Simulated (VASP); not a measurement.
# Au (Im-3m) in VASP: notebook, part 2 of 2

VASP 6.6.1.

**3. Relaxation of cell and atoms, RPBE**

File INCAR:

```
PREC     = Accurate       # precision mode
ENCUT    = 600            # plane-wave cutoff, eV
EDIFF    = 1E-7           # SCF threshold, eV
ISMEAR   = 0              # smearing method
SIGMA    = 0.1            # smearing width, eV
LREAL    = False          # projectors in reciprocal space
LASPH    = True           # aspherical terms in the spheres
NELM     = 60             # most SCF steps
ALGO     = Normal         # electronic algorithm
ISIF     = 3              # what is computed and relaxed
LWAVE    = False          # write WAVECAR
LCHARG   = False          # write CHGCAR
GGA      = RP             # functional
IBRION   = 2              # ionic algorithm
NSW      = 90             # ionic steps
EDIFFG   = -0.005         # ionic threshold
```

File KPOINTS:

```
Automatic mesh
0
Gamma
  18 18 18
```

File POSCAR:

```
Au
1.0
   -1.6198059000      1.6198059000      1.6198059000
    1.6198059000     -1.6198059000      1.6198059000
    1.6198059000      1.6198059000     -1.6198059000
Au
1
Direct
    0.0000000000      0.0000000000      0.0000000000
```

Potentials or basis: VASP PAW PBE potentials, release 64 (Au).

The run is started by

```bash
$ cat potpaw_PBE.64/Au/POTCAR > POTCAR
$ mpirun -np 1 vasp_std > vasp.out
```

OUTCAR:

```text
PREC = Accurate
   ENCUT = 600
   EDIFF = 1E-7
   ISMEAR = 0
   LREAL = False
   LASPH = True
   NELM = 60
   ISIF = 3
   GGA = RP
   IBRION = 2
   NSW = 90
   EDIFFG = -0.005

 ion  position               nearest neighbor table
   1  0.000  0.000  0.000-

  LATTYP: Found a body centered cubic cell.
 ALAT       =     3.2396118000

  Lattice vectors:

 A1 = (  -1.6198059000,   1.6198059000,   1.6198059000)
 A2 = (   1.6198059000,  -1.6198059000,   1.6198059000)
 A3 = (   1.6198059000,   1.6198059000,  -1.6198059000)

Analysis of symmetry for initial positions (statically):
=====================================================================
 Subroutine PRICEL returns:
 Original cell was already a primitive cell.

 Routine SETGRP: Setting up the symmetry group for a
 body centered cubic supercell.

 Subroutine GETGRP returns: Found 48 space group operations
 (whereof 48 operations were pure point group operations)
 out of a pool of 48 trial point group operations.

The static configuration has the point symmetry O_h .

Analysis of symmetry for dynamics (positions and initial velocities):
=====================================================================
 Subroutine PRICEL returns:
 Original cell was already a primitive cell.

 Routine SETGRP: Setting up the symmetry group for a
 body centered cubic supercell.

 Subroutine GETGRP returns: Found 48 space group operations
 (whereof 48 operations were pure point group operations)
 out of a pool of 48 trial point group operations.

The dynamic configuration has the point symmetry O_h .

 Subroutine INISYM returns: Found 48 space group operations
 (whereof 48 operations are pure point group operations),
 and found     1 'primitive' translations

----------------------------------------------------------------------------------------

[... 141 lines left out ...]

------------------------ aborting loop because EDIFF is reached ----------------------------------------

  FORCE on cell =-STRESS in cart. coord.  units (eV):
  Direction    XX          YY          ZZ          XY          YZ          ZX
  --------------------------------------------------------------------------------------
  -------------------------------------------------------------------------------------
  Total        1.4024982      1.4024982      1.4024982      0.0000000     -0.0000000      0.0000000
  in kB      132.1794641    132.1794641    132.1794641      0.0000000     -0.0000000      0.0000000
  external PRESSURE =     132.1794641 kB  Pullay stress =       0.0000000 kB
[... 86 lines left out ...]
  FREE ENERGIE OF THE ION-ELECTRON SYSTEM (eV)
  ---------------------------------------------------
  free  energy   TOTEN  =        -2.6162260968 eV

  energy  without entropy=       -2.6147998615  energy(sigma->0) =       -2.61551298

[... ionic steps 4 to 16 ...]

--------------------------------------- Ionic step       17  -------------------------------------------

 number of electron      10.9999998 magnetization

------------------------ aborting loop because EDIFF is reached ----------------------------------------
[... 65 lines left out ...]
--------------------------------------- Ionic step       19  -------------------------------------------

 number of electron      10.9999998 magnetization

 Free energy of the ion-electron system (eV)
  ---------------------------------------------------
  ext. energy  EPLUGINS =         0.00000000
  ---------------------------------------------------
  free energy    TOTEN  =        -2.61626091 eV

  energy without entropy =       -2.61487614  energy(sigma->0) =       -2.61556853

 E-fermi :   8.3544     XC(G=0): -12.1345

 val. band max:        8.3122701233   @ k =   0.3889   0.0556   0.0556
 cond. band min:       8.3975704612   @ k =   0.5000   0.5000   0.0556
 fundamental gap:      0.0853003380
 Fermi energy:         8.3543564089

 k-point     1 :       0.0000    0.0000    0.0000
  band No.  band energies     occupation
      1      -0.6990      2.00000
      2       3.8210      2.00000
      3       3.8210      2.00000
      4       3.8210      2.00000
      5       5.5031      2.00000
      6       5.5031      2.00000
      7      24.7525      0.00000
      8      24.7525      0.00000
      9      24.7525      0.00000
[... 265 lines left out ...]
 k-point    24 :       0.3889    0.1111    0.0000
  band No.  band energies     occupation
      1       1.9927      2.00000
      2       2.9788      2.00000
      3       5.1491      2.00000
      4       5.3914      2.00000
      5       6.0964      2.00000
      6       8.4768      0.08340
      7      12.4149      0.00000
      8      19.7604      0.00000
      9      21.4688      0.00000

 [... further k-points ...]

------------------------ aborting loop because EDIFF is reached ----------------------------------------

  FORCE on cell =-STRESS in cart. coord.  units (eV):
  Direction    XX          YY          ZZ          XY          YZ          ZX
  --------------------------------------------------------------------------------------
  -------------------------------------------------------------------------------------
  Total       -0.0002988     -0.0002988     -0.0002988      0.0000000      0.0000000     -0.0000000
  in kB       -0.0258633     -0.0258633     -0.0258633      0.0000000      0.0000000     -0.0000000
  external PRESSURE =      -0.0258633 kB  Pullay stress =       0.0000000 kB
[... 16 lines left out ...]
  FREE ENERGIE OF THE ION-ELECTRON SYSTEM (eV)
  ---------------------------------------------------
  free  energy   TOTEN  =        -2.6162609128 eV

  energy  without entropy=       -2.6148761437  energy(sigma->0) =       -2.61556853

 reached required accuracy - stopping structural energy minimisation
```

OSZICAR:

```text
N       E                     dE             d eps       ncg     rms          rms(c)
DAV:   1     0.498365577033E+02    0.49837E+02   -0.64242E+03  3750   0.124E+03
DAV:   2    -0.235531469453E+01   -0.52192E+02   -0.49514E+02  3669   0.217E+02
DAV:   3    -0.279195527053E+01   -0.43664E+00   -0.43626E+00  4041   0.210E+01
DAV:   4    -0.279321512471E+01   -0.12599E-02   -0.12598E-02  3788   0.119E+00
[... 110 lines left out ...]
DAV:   1    -0.261628376875E+01   -0.24373E-04   -0.47534E-04  3533   0.240E-01    0.301E-02
DAV:   2    -0.261626109019E+01    0.22679E-04   -0.81356E-05  3526   0.851E-02    0.109E-02
DAV:   3    -0.261626050496E+01    0.58523E-06   -0.37943E-06  3615   0.174E-02    0.868E-03
DAV:   4    -0.261626090736E+01   -0.40240E-06   -0.16197E-07  3652   0.363E-03    0.174E-04
DAV:   5    -0.261626091277E+01   -0.54097E-08   -0.25686E-09  1761   0.491E-04
  19 F= -.26162609E+01 E0= -.26155685E+01  d E =-.807900E-05
```

Run time: 78 s. Hardware: 1 thread of Intel Xeon 6975P-C (Granite Rapids), shared host; peak memory 0.18 GiB.

What came out:

| Item | Value |
| --- | --- |
| Free energy | -2.6163 eV |
| Relaxed volume | 18.51 Å³/atom |
| Relaxed cell | a = 2.886 Å, b = 2.886 Å, c = 2.886 Å, α = 109.47°, β = 109.47°, γ = 109.47° |
| Space group after relaxing (to 0.05 Å) | Im-3m (No. 229) |
| Energy gained by relaxing | 56.0 meV/atom |
| Ionic steps | 19 |
| Pressure after relaxing | 0.0 GPa |
| Band gap on the k mesh | none (metal or under the smearing width) |

Step by step:
```
step  energy change (eV)  largest force (eV/Å)  pressure (GPa)  volume (Å³)
   1              0.0000                0.0000           13.22        17.00
   2              0.0153                0.0000           -9.09        20.69
   3             -0.0559                0.0000           -0.26        18.55
   4             -0.0560                0.0000           -0.06        18.52
   5             -0.0560                0.0000            0.14        18.48
   6             -0.0560                0.0000            0.16        18.48
   7             -0.0560                0.0000            0.14        18.49
   8             -0.0560                0.0000            0.14        18.49
   9             -0.0560                0.0000            0.14        18.49
  10             -0.0560                0.0000            0.14        18.49
  11             -0.0560                0.0000            0.14        18.49
  12             -0.0560                0.0000            0.14        18.49
  13             -0.0560                0.0000            0.14        18.49
  14             -0.0560                0.0000            0.12        18.49
  15             -0.0560                0.0000            0.11        18.49
  16             -0.0560                0.0000            0.09        18.49
  17             -0.0560                0.0000            0.04        18.50
  18             -0.0560                0.0000           -0.05        18.52
  19             -0.0560                0.0000            0.00        18.51
```

Final structure:
```xyz
1
Lattice="-1.6663 1.6663 1.6663 1.6663 -1.6663 1.6663 1.6663 1.6663 -1.6663" Properties=species:S:1:pos:R:3 pbc="T T T"
Au    0.0000    0.0000    0.0000
```

Levels at points of the mesh, in eV from the Fermi level:
```csv
k point,band 2,band 3,band 4,band 5,band 6,band 7,band 8,band 9
"(0.00, 0.00, 0.00)",-4.53,-4.53,-4.53,-2.85,-2.85,16.40,16.40,16.40
"(0.50, 0.00, 0.00)",-5.48,-2.98,-2.69,-1.52,-0.33,3.05,12.26,13.31
"(0.50, 0.50, 0.50)",-6.21,-1.85,-1.85,-1.85,6.18,6.18,6.18,8.75
```

Caveat: the PAW data sets were made with another functional, which shifts forces and pressure a little.

**4. Relaxation of cell and atoms, PBEsol**

File INCAR:

```
PREC = Accurate
ENCUT = 600
EDIFF = 1E-7
ISMEAR = 0
SIGMA = 0.1
LREAL = False
LASPH = True
NELM = 100
ALGO = Normal
ISIF = 3
LWAVE = False
LCHARG = False
GGA = PS
IBRION = 2
NSW = 90
EDIFFG = -0.005
```

KPOINTS is that of step 3.

POSCAR is that of step 3.

Potentials or basis: VASP PAW PBE potentials, release 64 (Au).

The run is started by

```bash
$ cat potpaw_PBE.64/Au/POTCAR > POTCAR
$ mpirun -np 1 vasp_std > vasp.out
```

OUTCAR:

```text
PREC = Accurate
   ENCUT = 600
   EDIFF = 1E-7
   ISMEAR = 0
   LREAL = False
   LASPH = True
   NELM = 100
   ISIF = 3
   GGA = PS
   IBRION = 2
   NSW = 90
   EDIFFG = -0.005

 ion  position               nearest neighbor table
   1  0.000  0.000  0.000-

  LATTYP: Found a body centered cubic cell.
 ALAT       =     3.2396118000

  Lattice vectors:

 A1 = (  -1.6198059000,   1.6198059000,   1.6198059000)
 A2 = (   1.6198059000,  -1.6198059000,   1.6198059000)
 A3 = (   1.6198059000,   1.6198059000,  -1.6198059000)

Analysis of symmetry for initial positions (statically):
=====================================================================
 Subroutine PRICEL returns:
 Original cell was already a primitive cell.

 Routine SETGRP: Setting up the symmetry group for a
 body centered cubic supercell.

 Subroutine GETGRP returns: Found 48 space group operations
 (whereof 48 operations were pure point group operations)
 out of a pool of 48 trial point group operations.

The static configuration has the point symmetry O_h .

Analysis of symmetry for dynamics (positions and initial velocities):
=====================================================================
 Subroutine PRICEL returns:
 Original cell was already a primitive cell.

 Routine SETGRP: Setting up the symmetry group for a
 body centered cubic supercell.

 Subroutine GETGRP returns: Found 48 space group operations
 (whereof 48 operations were pure point group operations)
 out of a pool of 48 trial point group operations.

The dynamic configuration has the point symmetry O_h .

 Subroutine INISYM returns: Found 48 space group operations
 (whereof 48 operations are pure point group operations),
 and found     1 'primitive' translations

----------------------------------------------------------------------------------------

                                     Primitive cell
[... 127 lines left out ...]

--------------------------------------- Ionic step        1  -------------------------------------------

 number of electron      11.0000001 magnetization

 Free energy of the ion-electron system (eV)
  ---------------------------------------------------
  ext. energy  EPLUGINS =         0.00000000
  ---------------------------------------------------
  free energy    TOTEN  =        -3.90486731 eV

  energy without entropy =       -3.90444673  energy(sigma->0) =       -3.90465702

------------------------ aborting loop because EDIFF is reached ----------------------------------------

  FORCE on cell =-STRESS in cart. coord.  units (eV):
  Direction    XX          YY          ZZ          XY          YZ          ZX
  --------------------------------------------------------------------------------------
  -------------------------------------------------------------------------------------
  Total        0.0218940      0.0218940      0.0218940     -0.0000000      0.0000000     -0.0000000
  in kB        2.0634113      2.0634113      2.0634113     -0.0000000      0.0000000     -0.0000000
  external PRESSURE =       2.0634113 kB  Pullay stress =       0.0000000 kB
[... 57 lines left out ...]
--------------------------------------- Ionic step        3  -------------------------------------------

 number of electron      11.0000001 magnetization

 Free energy of the ion-electron system (eV)
  ---------------------------------------------------
  ext. energy  EPLUGINS =         0.00000000
  ---------------------------------------------------
  free energy    TOTEN  =        -3.90487948 eV

  energy without entropy =       -3.90445726  energy(sigma->0) =       -3.90466837

 E-fermi :   9.3244     XC(G=0): -12.8955

 val. band max:        9.2814099565   @ k =   0.3889   0.0556   0.0556
 cond. band min:       9.3892015022   @ k =  -0.3333   0.3333   0.3333
 fundamental gap:      0.1077915457
 Fermi energy:         9.3243789362

 k-point     1 :       0.0000    0.0000    0.0000
  band No.  band energies     occupation
      1      -0.6232      2.00000
      2       4.4295      2.00000
      3       4.4295      2.00000
      4       4.4295      2.00000
      5       6.3867      2.00000
      6       6.3867      2.00000
      7      25.8006      0.00000
      8      25.8006      0.00000
      9      25.8006      0.00000
[... 265 lines left out ...]
 k-point    24 :       0.3889    0.1111    0.0000
  band No.  band energies     occupation
      1       2.2948      2.00000
      2       3.4400      2.00000
      3       5.8983      2.00000
      4       6.2481      2.00000
      5       7.0267      2.00000
      6       9.4565      0.06179
      7      13.7961      0.00000
      8      21.0994      0.00000
      9      22.8473      0.00000

 [... further k-points ...]

------------------------ aborting loop because EDIFF is reached ----------------------------------------

  FORCE on cell =-STRESS in cart. coord.  units (eV):
  Direction    XX          YY          ZZ          XY          YZ          ZX
  --------------------------------------------------------------------------------------
  -------------------------------------------------------------------------------------
  Total        0.0003071      0.0003071      0.0003071      0.0000000      0.0000000     -0.0000000
  in kB        0.0289107      0.0289107      0.0289107      0.0000000      0.0000000     -0.0000000
  external PRESSURE =       0.0289107 kB  Pullay stress =       0.0000000 kB
[... 16 lines left out ...]
  FREE ENERGIE OF THE ION-ELECTRON SYSTEM (eV)
  ---------------------------------------------------
  free  energy   TOTEN  =        -3.9048794805 eV

  energy  without entropy=       -3.9044572636  energy(sigma->0) =       -3.90466837

 reached required accuracy - stopping structural energy minimisation
```

OSZICAR:

```text
N       E                     dE             d eps       ncg     rms          rms(c)
DAV:   1     0.482814876186E+02    0.48281E+02   -0.64097E+03  3750   0.124E+03
DAV:   2    -0.381559176701E+01   -0.52097E+02   -0.49409E+02  3667   0.216E+02
DAV:   3    -0.425693509656E+01   -0.44134E+00   -0.44088E+00  4038   0.210E+01
DAV:   4    -0.425817683265E+01   -0.12417E-02   -0.12417E-02  3790   0.118E+00
[... 16 lines left out ...]
DAV:   1    -0.390539376238E+01   -0.55224E-03   -0.11007E-02  3534   0.117E+00    0.135E-01
DAV:   2    -0.390489937784E+01    0.49438E-03   -0.17205E-03  3527   0.398E-01    0.548E-02
DAV:   3    -0.390487821247E+01    0.21165E-04   -0.10485E-04  3647   0.935E-02    0.399E-02
DAV:   4    -0.390487946469E+01   -0.12522E-05   -0.37964E-06  3691   0.168E-02    0.767E-04
DAV:   5    -0.390487948047E+01   -0.15787E-07   -0.59365E-08  2458   0.249E-03
   3 F= -.39048795E+01 E0= -.39046684E+01  d E =-.121739E-04
```

It took 22 s on 1 thread of Intel Xeon Platinum 8488C (Sapphire Rapids), shared host; peak memory 0.17 GiB.

What came out:

- Free energy: -3.9049 eV
- Relaxed volume: 17.02 Å³/atom
- Relaxed cell: a = 2.807 Å, b = 2.807 Å, c = 2.807 Å, α = 109.47°, β = 109.47°, γ = 109.47°
- Space group after relaxing (to 0.05 Å): Im-3m (No. 229)
- Energy gained by relaxing: 0.0 meV/atom
- Ionic steps: 3
- Pressure after relaxing: 0.0 GPa
- Band gap on the k mesh: none (metal or under the smearing width)

Final structure:
```
CELL_PARAMETERS angstrom
-1.62041 1.62041 1.62041
1.62041 -1.62041 1.62041
1.62041 1.62041 -1.62041
ATOMIC_POSITIONS crystal
Au 0.00000 0.00000 0.00000
```

Caveat: the PAW data sets were made with another functional, which shifts forces and pressure a little.

**5. Relaxation of cell and atoms, LDA**

Edit INCAR of step 4 so:

```diff
@@ -12,3 +12,2 @@
 LCHARG = False
-GGA = PS
 IBRION = 2
```

KPOINTS is that of step 4.

POSCAR is that of step 4.

Potentials or basis: VASP PAW LDA potentials, release 64 (Au).

The run is started by

```bash
$ cat potpaw_LDA.64/Au/POTCAR > POTCAR
$ mpirun -np 1 vasp_std > vasp.out
```

Wall time 25 s (1 thread of Intel Xeon Platinum 8488C (Sapphire Rapids), shared host); peak memory 0.17 GiB.

It converged, with:

| Property | Result |
| --- | --- |
| Free energy | -4.4266 eV |
| Relaxed volume | 16.66 Å³/atom |
| Relaxed cell | a = 2.787 Å, b = 2.787 Å, c = 2.787 Å, α = 109.47°, β = 109.47°, γ = 109.47° |
| Space group after relaxing (to 0.05 Å) | Im-3m (No. 229) |
| Energy gained by relaxing | 4.2 meV/atom |
| Ionic steps | 3 |
| Pressure after relaxing | 0.0 GPa |
| Band gap on the k mesh | none (metal or under the smearing width) |

Step by step:
| step | energy change (eV) | largest force (eV/Å) | pressure (GPa) | volume (Å³) |
| --- | --- | --- | --- | --- |
| 1 | 0.0000 | 0.0000 | -3.76 | 17.00 |
| 2 | 0.0107 | 0.0000 | 8.09 | 16.04 |
| 3 | -0.0042 | 0.0000 | -0.05 | 16.66 |

Final structure:
```xyz
1
Lattice="-1.6088 1.6088 1.6088 1.6088 -1.6088 1.6088 1.6088 1.6088 -1.6088" Properties=species:S:1:pos:R:3 pbc="T T T"
Au    0.0000    0.0000    0.0000
```

Levels at points of the mesh, in eV from the Fermi level:
| k point | band 3 | band 4 | band 5 | band 6 | band 7 | band 8 | band 9 |
| --- | --- | --- | --- | --- | --- | --- | --- |
| (0.00, 0.00, 0.00) | -5.05 | -5.05 | -3.00 | -3.00 | 16.45 | 16.45 | 16.45 |
| (0.50, 0.00, 0.00) | -3.16 | -2.78 | -1.38 | -0.80 | 3.68 | 12.33 | 13.97 |
| (0.50, 0.50, 0.50) | -1.79 | -1.79 | -1.79 | 6.24 | 6.24 | 6.24 | 9.96 |

**6. Summary**

| level | potentials or basis | cutoff (eV) | gap on the mesh (eV) | pressure (GPa) | relaxed volume (Å³/atom) |
| --- | --- | --- | --- | --- | --- |
| PBEsol | VASP PAW PBE potentials, release 64 (Au) | 580 | none | 0.0 | 17.02 |
| RPBE | VASP PAW PBE potentials, release 64 (Au) | 600 | none | 0.0 | 18.51 |
| PBEsol | VASP PAW PBE potentials, release 64 (Au) | 600 | none | 0.0 | 17.02 |
| LDA | VASP PAW LDA potentials, release 64 (Au) | 600 | none | 0.0 | 16.66 |

Alike in all rows: task relaxation of cell and atoms; no spin polarisation; cell relaxed; k mesh 18 × 18 × 18; smearing gaussian 0.1 eV.

Caveats: the PAW data sets were made with another functional, which shifts forces and pressure a little (some runs).

Absolute energies hang on the potentials; compare differences alone.
